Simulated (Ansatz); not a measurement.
The system is CoO.

```xyz
2
Lattice="-1.5080 1.5080 2.1073 1.5080 -1.5080 2.1073 1.5080 1.5080 -2.1073" Properties=species:S:1:pos:R:3 pbc="T T T"
Co    0.0000    0.0000    0.0000
O     0.0000    0.0000    2.1073
```

Base run:

* Program: Ansatz 0.2.0
* Functional: PBE
* Potentials or basis: Ansatz PAW
* Cutoff: 420 eV (not typed: the program's choice for these potentials)
* k mesh: 10 × 10 × 10
* Occupations: fermi-dirac, width 0.05 eV
* Spin: collinear spin, ferromagnetic start
* Starting moments: [3.0, 0.0] μB
* Fixed moment: 3 μB

Its results: pressure 0.8 GPa; site moments Co +2.53; O +0.34 μB.

Problem. The run is repeated on the same cell with these changes: fixed moment from 3 μB to 1.5 μB; moments at the start from [3.0, 0.0] to [1.5, 0.0]. What comes out?

Solution. Pressure -10.9 GPa; site moments Co +1.40; O +0.01 μB.

Caveats: the total moment is fixed, so each spin has its own Fermi level; a cell with one magnetic atom can't hold antiferromagnetic order, which such compounds often take; the thresholds are loose for stress.
